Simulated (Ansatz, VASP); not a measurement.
# RbBr: VASP beside Ansatz

```
CELL_PARAMETERS angstrom
6.85400 0.00000 0.00000
0.00000 6.85400 0.00000
0.00000 0.00000 6.85400
ATOMIC_POSITIONS crystal
Rb 0.00000 0.00000 0.00000
Rb 0.50000 0.50000 0.00000
Rb 0.50000 0.00000 0.50000
Rb 0.00000 0.50000 0.50000
Br 0.50000 0.50000 0.50000
Br 0.00000 0.00000 0.50000
Br 0.00000 0.50000 0.00000
Br 0.50000 0.00000 0.00000
```

Alike in both runs: task electric field gradients; functional PBE; k mesh 3 × 3 × 3; no spin polarisation.

```csv
,VASP,Ansatz
version,VASP 6.6.1,Ansatz 0.2.0
potentials or method,"VASP PAW PBE potentials, release 64 (Rb_sv, Br)","plane-wave PAW, scalar-relativistic"
plane-wave cutoff (eV),520,420
occupations,"gaussian, width 0.01 eV",fixed
valence electrons in the cell,64,64
```

```csv
,VASP,Ansatz,Ansatz less VASP
gap on the k mesh at the Fermi level (eV),4.36,4.36,+0.002
Vzz of the field gradient on the site that differs most (V/Å²),0.0,0.0,0.00
```

Ansatz warned: «gradients_without_spin_orbit».

As with any semilocal functional, this PBE gap is likely too small.
